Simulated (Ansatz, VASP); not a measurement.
# Two plane-wave programs on Si

```
CELL_PARAMETERS angstrom
0.00000 2.71681 2.71681
2.71681 0.00000 2.71681
2.71681 2.71681 0.00000
ATOMIC_POSITIONS crystal
Si 0.75000 0.75000 0.75000
Si 0.50000 0.50000 0.50000
```

Alike in both runs: functional PBEsol; k mesh 12 × 12 × 12; occupations gaussian, width 0.02 eV; no spin polarisation.

Ansatz relaxed the structure, and its values are those at the end. VASP's run is a single point on that final structure, the one shown.

```csv
,VASP,Ansatz
version,VASP 6.6.1,Ansatz 0.2.0
potentials or method,"VASP PAW PBE potentials, release 64 (Si)","scalar-relativistic, plane waves, PAW"
plane-wave cutoff (eV),520,420
valence electrons in the cell,8,8
```

|  | VASP | Ansatz | Ansatz less VASP |
| --- | --- | --- | --- |
| gap on the k mesh at the Fermi level (eV) | 0.46 | 0.46 | +0.005 |
| least direct gap on the mesh (eV) | 2.52 | 2.52 | +0.003 |
| pressure (GPa) | 0.1 | 0.0 | -0.11 |

Caveats: the PAW data sets were made with another functional, which shifts forces and pressure a little (VASP). A k mesh can miss the band edges. Expect the measured gap to be larger: semilocal functionals such as PBEsol lack the derivative discontinuity.
